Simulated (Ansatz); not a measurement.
**KF: what symmetry allows forces and stress to be**

```xyz
2
Lattice="-0.0068 2.5645 2.5953 2.6139 -0.0068 2.5953 2.6071 2.5577 0.0000" Properties=species:S:1:pos:R:3 pbc="T T T"
K     0.0000    0.0000   -0.0582
F     2.6071    2.5577    2.6535
```

Theory: DFT PBE, scalar-relativistic, plane waves, PAW in Ansatz 0.2.0.

Plane waves to 420 eV, a k mesh through Γ of 8×8×8 on the computed 2-atom cell and Gaussian smearing (0.02 eV); no spin polarisation.

This distorted cell has space group C2, with 2 operations.

Question: Without a calculation: in which directions can each atom feel a force?

Answer: A force must be left unchanged by every operation that keeps its atom in place, so it lies in the space that those operations leave fixed. Atoms that the group maps onto each other feel forces of one size.
```
atom site symmetry operations at the site equivalent to atom allowed force (Cartesian)
  K1              2                       2                   1   along (0.00, 0.00, 1.00)
  F2              2                       2                   2   along (0.00, 0.00, 1.00)
```

That leaves 2 independent force components of 6, tied by 1 condition that the forces sum to zero, so 1 remains. A relaxation in this cell that keeps the symmetry moves the atoms in these directions alone.

Question: And the stress tensor?

Answer: It must be invariant under the point group, which leaves 4 independent components: yz, xz vanish.

Question: Do the computed values obey this?

Answer: Yes. Forces (eV/Å):
```
K1   0.000  0.000  0.290
F2   0.000  0.000 -0.290
```

Stress (GPa, compression positive, xx yy zz yz xz xy): 4.58 6.33 6.26 0.00 0.00 0.06. The program imposes the same operations on density, forces and stress, so this confirms the analysis and is no independent test of the calculation.